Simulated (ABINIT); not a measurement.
Crystal: Se.

```
CELL_PARAMETERS angstrom
4.36620 0.00000 0.00000
-2.18310 3.78124 0.00000
0.00000 0.00000 4.95360
ATOMIC_POSITIONS crystal
Se 0.77460 0.77460 0.00000
Se 0.00000 0.22540 0.66667
Se 0.22540 0.00000 0.33333
```

Base run:

- Program: ABINIT 10.8.3 (patched build)
- Functional: HCTH407
- Potentials or basis: JTH PAW PBE v2.0
- Cutoff: 408 eV
- k mesh: 7 × 7 × 6
- Occupations: fermi-dirac, width 0.05 eV
- Spin: no spin polarisation

Its results: band gap on the k mesh 1.34 eV, indirect (least direct gap 1.57 eV); pressure 4.1 GPa; largest force 0.150 eV/Å.

After a change of settings the same cell gave: band gap on the k mesh 0.98 eV, indirect (least direct gap 1.20 eV); pressure 0.2 GPa; largest force 0.317 eV/Å. Which change was it?
A. functional from HCTH407 to PBEsol; k mesh from 7 × 7 × 6 to 9 × 9 × 8
B. functional from HCTH407 to PBE; k mesh from 7 × 7 × 6 to 6 × 6 × 5
C. functional from HCTH407 to PBEsol; k mesh from 7 × 7 × 6 to 6 × 6 × 5
D. functional from HCTH407 to revPBE

A.

Caveats: the PAW data sets were made with another functional, which shifts forces and pressure a little; the mesh misses the band edges, which the band path finds closer together (some runs); an odd mesh through Γ misses points on the zone boundary, where band edges often lie (some runs).
